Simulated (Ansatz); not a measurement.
A relaxation computed with Ansatz, from input to last step.

```yaml
crystal:
  lattice:
    - [-4.0436515913, 0.0, 0.0]
    - [0.0, 0.0, -6.6495016838]
    - [0.0, -7.0038100043, 0.0]
  atoms:
    - { symbol: Al, position: [0.5, 0.9992393046, 0.1666666667] }
    - { symbol: Al, position: [0.0, 0.9992393046, 0.6666666667] }
    - { symbol: Al, position: [0.0, 0.4992393046, 0.3333333333] }
    - { symbol: Ga, position: [0.5, 0.4992393046, 0.8333333333] }
    - { symbol: As, position: [0.5, 0.6247606954, 0.1666666667] }
    - { symbol: As, position: [0.0, 0.6247606954, 0.6666666667] }
    - { symbol: As, position: [0.0, 0.1247606954, 0.3333333333] }
    - { symbol: As, position: [0.5, 0.1247606954, 0.8333333333] }
basis:
  ecutwfc: 420
kpoints:
  mp_grid: { grid: [10, 6, 6] }
hamiltonian:
  xc: pbe
scf:
  occupations: { method: gaussian, width: 0.01 }
output:
  forces: true
  stress: true
  eigenvalues: true
relax:
  adjacent_minimum: "off"
  f_tol: 0.015
  max_steps: 60
  cell: { stress_tol: 0.15 }
```

```bash
ansatz run input.yaml --threads 1 --pin off --max-ram 2560MiB --backend cpu --events-out ev --progress --plain --runs-dir out
```

Theory: DFT PBE, scalar-relativistic, plane waves, PAW (Ansatz).

Of 4 frames 3 are shown, positions in Å and forces in eV/Å; the SCF threshold varies from step to step. Steps run on the plane waves of an earlier cell, with a Pulay correction in the pressure. The basis is chosen afresh for the last frame, the zero of the energies, and at times for earlier ones too; energy and pressure step there, also at an unchanged geometry.

```xyz
8
Lattice="-4.0437 0.0000 0.0000 0.0000 0.0000 -6.6495 0.0000 -7.0038 0.0000" Properties=species:S:1:pos:R:3:forces:R:3 pbc="T T T" step=1 free_energy_over_end_meV_per_atom=0.19 pressure_GPa=0.02
Al   -2.0218   -1.1673   -6.6444    0.0000    0.0055   -0.0221
Al    0.0000   -4.6692   -6.6444    0.0000   -0.0077   -0.0451
Al    0.0000   -2.3346   -3.3197    0.0000    0.0272    0.0307
Ga   -2.0218   -5.8365   -3.3197    0.0000   -0.0137    0.0421
As   -2.0218   -1.1673   -4.1543    0.0000   -0.0781   -0.0312
As    0.0000   -4.6692   -4.1543    0.0000    0.0669   -0.0617
As    0.0000   -2.3346   -0.8296    0.0000    0.0009   -0.0004
As   -2.0218   -5.8365   -0.8296    0.0000   -0.0010    0.0876
8
Lattice="-4.0438 0.0000 0.0000 0.0000 -0.0009 -6.6537 0.0000 -7.0016 -0.0009" Properties=species:S:1:pos:R:3:forces:R:3 pbc="T T T" step=2 free_energy_over_end_meV_per_atom=0.01 pressure_GPa=0.01
Al   -2.0219   -1.1705   -6.6512    0.0000    0.0043    0.0110
Al    0.0000   -4.6673   -6.6551    0.0000   -0.0038    0.0083
Al    0.0000   -2.3305   -3.3179    0.0000   -0.0072   -0.0097
Ga   -2.0219   -5.8372   -3.3162    0.0000    0.0101   -0.0179
As   -2.0219   -1.1747   -4.1619    0.0000   -0.0019    0.0111
As    0.0000   -4.6609   -4.1649    0.0000   -0.0015    0.0199
As    0.0000   -2.3329   -0.8310    0.0000    0.0010   -0.0138
As   -2.0219   -5.8362   -0.8203    0.0000   -0.0011   -0.0089
8
Lattice="-4.0444 0.0000 0.0000 0.0000 -0.0010 -6.6518 0.0000 -7.0029 -0.0010" Properties=species:S:1:pos:R:3:forces:R:3 pbc="T T T" step=4 free_energy_over_end_meV_per_atom=0.00 pressure_GPa=0.00
Al   -2.0222   -1.1704   -6.6484    0.0000    0.0004    0.0018
Al    0.0000   -4.6686   -6.6527    0.0000   -0.0003    0.0000
Al    0.0000   -2.3317   -3.3180    0.0000   -0.0002    0.0018
Ga   -2.0222   -5.8377   -3.3173    0.0000    0.0018   -0.0019
As   -2.0222   -1.1751   -4.1591    0.0000   -0.0006   -0.0017
As    0.0000   -4.6620   -4.1624    0.0000   -0.0010    0.0017
As    0.0000   -2.3332   -0.8313    0.0000    0.0001   -0.0030
As   -2.0222   -5.8373   -0.8214    0.0000   -0.0002    0.0013
```

The run took 6.5 min on 1 thread of Intel(R) Xeon(R) Platinum 8488C (Sapphire Rapids), on a shared host, peak memory 1 GiB.